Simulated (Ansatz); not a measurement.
**Eigenvalues along a path: Cu (bcc type)**

```yaml
crystal:
  lattice:
    - [-1.08885, 1.08885, 1.08885]
    - [1.08885, -1.08885, 1.08885]
    - [1.08885, 1.08885, -1.08885]
  atoms:
    - { symbol: Cu, position: [0.00000, 0.00000, 0.00000] }
```

The cell comes from a relaxation on PAW files under the same functional, begun from a prototype that needn't be the stable phase.

Level of theory: DFT with PBE, scalar-relativistic, in Ansatz 0.2.0; a Γ-centred 18×18×18 k mesh, Fermi–Dirac smearing of 0.1 eV, no spin polarisation. LAPW: all electrons, basis error target 1 meV/atom.

This run: volume at 0.43 of the series' base cell.

Path points, in fractions of the reciprocal vectors: Γ (0.000, 0.000, 0.000), H (0.500, -0.500, 0.500), N (0.000, 0.000, 0.500), P (0.250, 0.250, 0.250). The distance column jumps between branches of the path. Levels in eV from the Fermi level; bands 5 to 11, counted from the lowest band of the run. The gap is zero, the pressure 926.5 GPa.

```
# k(1/Å) point b5 b6 b7 b8 b9 b10 b11
0.000 Γ -18.28 -8.70 -8.70 -8.70 -5.40 -5.40 31.52
0.361 - -17.71 -8.71 -8.71 -8.51 -5.78 -5.25 29.68
0.721 - -16.13 -8.68 -8.68 -7.97 -6.86 -4.82 26.81
1.082 - -14.05 -8.43 -8.42 -8.42 -7.13 -4.04 24.58
1.443 - -12.46 -10.19 -7.78 -7.78 -6.12 -2.37 23.13
1.803 - -12.27 -11.85 -6.69 -6.69 -5.06 0.83 20.80
2.164 - -13.19 -13.09 -5.27 -5.27 -4.14 5.26 16.86
2.525 - -14.05 -13.98 -3.89 -3.89 -3.50 10.01 13.90
2.885 H -14.35 -14.35 -3.28 -3.28 -3.28 12.74 12.74
3.140 - -14.19 -14.17 -3.73 -3.60 -3.25 11.95 12.47
3.395 - -13.76 -13.63 -4.90 -4.48 -3.19 10.11 11.91
3.650 - -13.21 -12.76 -6.40 -5.57 -3.09 7.85 11.39
3.905 - -12.84 -11.57 -7.94 -6.41 -2.97 5.44 11.04
4.160 - -12.95 -10.10 -9.29 -6.55 -2.84 2.97 10.86
4.415 - -13.44 -10.34 -8.37 -6.10 -2.74 0.52 10.78
4.670 - -13.91 -11.00 -6.46 -5.57 -2.67 -1.84 10.77
4.925 N -14.09 -11.23 -5.34 -4.85 -3.60 -2.65 10.77
5.180 - -14.01 -11.14 -5.45 -4.89 -4.39 -2.93 11.91
5.435 - -13.86 -10.89 -6.42 -5.42 -4.98 -3.71 14.68
5.691 - -13.94 -10.51 -8.07 -5.71 -5.10 -4.79 18.19
5.946 - -14.68 -10.04 -8.88 -5.97 -5.92 -5.22 21.88
6.201 - -15.95 -9.54 -8.93 -7.07 -5.95 -5.31 25.39
6.456 - -17.17 -9.11 -8.78 -7.95 -5.78 -5.36 28.41
6.711 - -17.99 -8.81 -8.71 -8.51 -5.52 -5.39 30.63
6.966 Γ -18.28 -8.70 -8.70 -8.70 -5.40 -5.40 31.52
7.278 - -17.85 -8.82 -8.82 -8.36 -5.48 -5.48 30.64
7.590 - -16.64 -9.21 -9.21 -7.34 -5.59 -5.59 28.26
7.903 - -14.89 -9.83 -9.83 -5.68 -5.56 -5.56 25.06
8.215 - -12.95 -10.48 -10.48 -5.38 -5.38 -3.41 21.69
8.527 - -11.25 -10.96 -10.96 -5.15 -5.15 -0.57 18.48
8.840 - -11.14 -11.14 -10.22 -4.94 -4.94 2.82 15.56
9.152 - -11.02 -11.02 -10.10 -4.80 -4.80 6.72 12.98
9.464 P -10.69 -10.69 -10.69 -4.75 -4.75 10.82 10.82
9.777 - -11.46 -10.32 -10.32 -4.80 -4.80 9.20 9.20
10.089 - -11.87 -10.16 -10.16 -4.90 -4.90 8.29 8.29
10.401 - -11.55 -10.46 -10.46 -4.90 -4.90 8.19 8.19
10.714 - -11.28 -11.28 -10.37 -4.68 -4.68 8.78 8.78
11.026 - -12.37 -12.37 -8.44 -4.26 -4.26 9.84 9.84
11.338 - -13.39 -13.39 -6.14 -3.79 -3.79 11.09 11.09
11.651 - -14.09 -14.09 -4.12 -3.42 -3.42 12.23 12.23
11.963 H -14.35 -14.35 -3.28 -3.28 -3.28 12.74 12.74
14.462 P -10.69 -10.69 -10.69 -4.75 -4.75 10.82 10.82
14.642 - -11.01 -10.84 -10.23 -4.78 -4.76 8.91 10.78
14.822 - -11.25 -11.22 -9.63 -4.86 -4.77 7.02 10.70
15.003 - -11.84 -11.32 -8.89 -4.96 -4.79 5.18 10.65
15.183 - -12.50 -11.35 -8.00 -5.07 -4.80 3.38 10.65
15.363 - -13.13 -11.32 -6.98 -5.18 -4.82 1.65 10.68
15.544 - -13.64 -11.28 -5.83 -5.27 -4.84 0.00 10.72
15.724 - -13.98 -11.24 -5.32 -4.85 -4.59 -1.55 10.76
15.904 N -14.09 -11.23 -5.34 -4.85 -3.60 -2.65 10.77
```
